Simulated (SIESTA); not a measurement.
The system is MgS (Niningerite).

```xyz
2
Lattice="0.0000 2.6016 2.6016 2.6016 0.0000 2.6016 2.6016 2.6016 0.0000" Properties=species:S:1:pos:R:3 pbc="T T T"
S     2.6016    2.6016    2.6016
Mg    0.0000    0.0000    0.0000
```

Base run:

* Program: SIESTA 5.4.2
* Functional: BLYP
* Potentials or basis: PseudoDojo 0.4 standard (PBE files)
* Basis: DZP (energy shift 0.003 Ry; two zetas on semicore shells)
* Grid cutoff: 800 Ry
* Energy shift: 0.003 Ry
* k mesh: 9 × 9 × 9
* Occupations: fermi-dirac, width 0.05 eV
* Spin: no spin polarisation

Its results: band gap on the k mesh 2.88 eV, indirect (least direct gap 3.93 eV); pressure 6.4 GPa.

Q: After a change of settings the same cell gave: band gap on the k mesh 2.96 eV, indirect (least direct gap 3.86 eV); pressure 2.6 GPa. Which change was it?
A. functional from BLYP to AM05; potentials or basis from PseudoDojo 0.4 standard (PBE files) to PseudoDojo 0.4 standard (PBEsol files)
B. functional from BLYP to vdW-DF-cx
C. functional from BLYP to PBEsol; potentials or basis from PseudoDojo 0.4 standard (PBE files) to PseudoDojo 0.4 standard (PBEsol files)

A: B.

Caveats: the potentials were made for another functional, which shifts forces and pressure; the mesh misses the band edges, which the band path finds closer together; the basis of atomic orbitals isn't converged, which shifts pressures, moduli and gaps.

Runs at the PBE level aren't shown here.
